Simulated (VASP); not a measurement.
Ga3Sb, 8 atoms in the cell. It takes space group Pm-3n (No. 223, cubic). The conventional cell has a = 5.465 Å, b = 5.465 Å, c = 5.465 Å, α = 90.00°, β = 90.00°, γ = 90.00°. Ga (site symmetry -4m2) has 2 Ga at 2.73 Å and 4 Sb at 3.06 Å as nearest neighbours. Sb (site symmetry m-3) has 12 Ga at 3.06 Å as nearest neighbours. The cell was built by a generator and needn't be a form met in nature.

```yaml
Program: VASP 6.6.1
Task: relaxation of cell and atoms
Functional: PBE
Potentials_or_basis: VASP PAW PBE potentials, release 64 (Ga_d, Sb)
Cutoff: 520 eV
k_mesh: 3 × 3 × 3
Occupations: gaussian, width 0.15 eV
Spin: no spin polarisation
Further_INCAR_settings: PREC = Normal; ALGO = Fast; EDIFF = 0.0001; IBRION = 2; EDIFFG = -0.08; NSW = 24; ISIF = 3
```

Potentials or basis: VASP PAW PBE potentials, release 64 (Ga_d, Sb).

The run is started by

```bash
$ cat potpaw_PBE.64/Ga_d/POTCAR potpaw_PBE.64/Sb/POTCAR > POTCAR
$ mpirun -np 2 vasp_std > vasp.out
```

Hardware: 2 MPI ranks on Intel(R) Xeon(R) 6975P-C (Granite Rapids), on a shared host.

Task: How long does it take, and how much memory?

Result: It took 25 s on 2 MPI ranks on Intel(R) Xeon(R) 6975P-C (Granite Rapids) (shared host), peak memory 0.16 GiB a rank. Counts: scf iterations 18, k points 4, ion steps 2.
